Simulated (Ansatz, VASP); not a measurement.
Ru in VASP and in Ansatz

```xyz
8
Lattice="-3.1055 3.1055 3.1055 3.1055 -3.1055 3.1055 3.1055 3.1055 -3.1055" Properties=species:S:1:pos:R:3 pbc="T T T"
Ru    0.6397    0.6397    0.6397
Ru   -0.6397    2.4658    0.6397
Ru    0.6397   -0.6397    2.4658
Ru    2.4658    0.6397   -0.6397
Ru    2.4658    2.4658    2.4658
Ru    0.6397    3.7452   -0.6397
Ru   -0.6397    0.6397    3.7452
Ru    3.7452   -0.6397    0.6397
```

Alike in both runs: task relaxation of cell and atoms; functional PBE; k mesh 4 × 4 × 4; occupations gaussian, width 0.1 eV; no spin polarisation.

|  | VASP | Ansatz |
| --- | --- | --- |
| version | VASP 6.6.1 | Ansatz 0.2.0 |
| potentials or method | VASP PAW PBE potentials, release 64 (Ru_pv) | scalar-relativistic, plane waves, PAW |
| plane-wave cutoff (eV) | 600 | 420 |
| valence electrons in the cell | 112 | 128 |

Ansatz gave:

```
gap on the k mesh at the Fermi level, each at its own relaxed structure (eV) : none
relaxed volume (Å³/atom)                                                     : 17.50
relaxed cell length with the largest relative difference (Å)                 : 5.666
energy change over the relaxation (meV/atom)                                 : -487
```

Problem. Which values does VASP return?

Solution. gap on the k mesh at the Fermi level, each at its own relaxed structure (eV): none; relaxed volume (Å³/atom): 17.59; relaxed cell length with the largest relative difference (Å): 5.675; energy change over the relaxation (meV/atom): -497.

A gap of «none» marks a metal or a gap that the smearing closes. The two sets of potentials don't hold the same shells in valence.

Caveats: the volume moved by over 15 % at a fixed basis, so the end points are rough.
